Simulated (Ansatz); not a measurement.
A scan (energy over volume and axial ratio; atoms clamped) gave these values. These are PBE (plane waves to 420 eV, PAW, scalar-relativistic; Ansatz, a first-principles code) values and carry that method's errors.

- Shear modulus C′ = (C11 − C12)/2 (fit, atoms clamped): 14.8 GPa

**Question.** Of these crystals, all scanned alike, which one is it?
(A) BeSe (zinc blende)
(B) BN (zinc blende)
(C) ZnTe (zinc blende)

**Answer.** C, ZnTe (zinc blende). The others have, for the shear modulus C′ = (C11 − C12)/2: BN 305 GPa, BeSe 39 GPa

All were relaxed with their symmetry unable to fall. Spin-orbit coupling is left out.

(A scan under strain: stresses follow from slopes of the energy per volume, elastic moduli from its curvatures.)
